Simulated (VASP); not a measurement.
A run of VASP 6.6.1:

The input INCAR:

```
PREC = Accurate
ENCUT = 600
EDIFF = 1E-7
ISMEAR = 1
SIGMA = 0.1
LREAL = F
LASPH = T
NELM = 150
ALGO = Normal
ISIF = 3
LWAVE = F
LCHARG = F
ISPIN = 2
MAGMOM = 3 3
LORBIT = 11
LMAXMIX = 4
GGA = PE
IBRION = 2
NSW = 90
EDIFFG = -0.005
AMIX = 0.2
BMIX = 1E-4
AMIX_MAG = 0.8
BMIX_MAG = 1E-4
```

File KPOINTS:

```
regular mesh
0
Gamma
  18 18 9
```

Contents of POSCAR:

```
Co                                      
1.0
    2.4883897802      0.0000000000     -0.0000000000
   -1.2441948901      2.1550087667      0.0000000000
   -0.0000000000      0.0000000000      4.0259921023
  Co            
     2
Direct
     0.3333333300000021    0.6666666699999979    0.2500000000000000
     0.6666666699999979    0.3333333300000021    0.7500000000000000
```

Potentials or basis: VASP PAW PBE potentials, release 64 (Co).

Command:

```bash
$ cat potpaw_PBE.64/Co/POTCAR > POTCAR
$ mpirun -np 1 vasp_std > vasp.out
```

Hardware: 1 thread of Intel(R) Xeon(R) 6975P-C (Granite Rapids), on a shared host.

Task: How long does it take, and how much memory?

Result: It took 100 s on 1 thread of Intel(R) Xeon(R) 6975P-C (Granite Rapids), with other jobs on the host, peak memory 0.24 GiB. Counts: scf iterations 28, k points 185, ion steps 3.
